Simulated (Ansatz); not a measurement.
AlGa3N4: energy along a strain

AlGa3N4, P-43m, a = 4.468 Å. The structure is a Materials Project entry; whether it is the stable form wasn't checked. Ansatz: PBEsol, PAW, 420 eV, Γ-centred 6×6×6 mesh on 8 atoms, Gaussian smearing 0.05 eV; no spin polarisation. Cell vectors (Å): 4.468 0.000 0.000; 0.000 4.468 0.000; 0.000 0.000 4.468. The cell is strained by x per cent times the pattern (1 -1 0 0 0 0) in the order xx yy zz yz xz xy (engineering shears), with fractional coordinates held. y is the free energy over the start, V0 = 11.147 Å³/atom. Symmetry makes y even in x. Points with a strain past 8.5 % were computed too (4) and aren't used here.

```
x (%) y (meV/atom)
-7.50         49.39
 0.00          0.00
 1.87          3.07
 3.75             ?
 5.62         27.63
```

Fit y = c2 x² + c4 x⁴ to the other rows, get the stiffness along the pattern, and predict the missing energy.

Least squares on the rows shown. y = 0.87106 x² + 0.00012360 x⁴. The clamped-ion stiffness p·C·p = 2 × 8.711 eV × 160.2 / 11.147 Å³ = 250 GPa. At x = 3.75 the fit asked for gives 12.27 meV/atom. The run gave 12.28 meV/atom, so the fit is 0.01 meV/atom too low, within the rms miss on the fitted rows (0.01 meV/atom).

The energy rises almost purely quadratically along this strain, and the quartic term remains a small correction even at -7.50 %. The stiffness of 250 GPa is therefore well determined, while the quartic coefficient rests largely on the outermost point and is less certain. The good prediction at 3.75 % is an interpolation within a nearly harmonic range, so it says little about larger strains.

The cell and composition fit an ordered zinc-blende derivative. In that framework, stretching one cube axis and compressing another leaves the tetrahedral bonds unchanged in length to first order, so the resistance comes mainly from bending the bond angles, which the directional, partly covalent metal–nitrogen bonds oppose. In ideal zinc blende this strain drives no internal displacement. Here the Al/Ga order lets the nitrogen atoms shift, which would soften the response, though probably only slightly. The stiffness fixes only the difference between the two longitudinal-strain elastic constants of the cubic crystal, not either one separately, nor the bulk modulus.
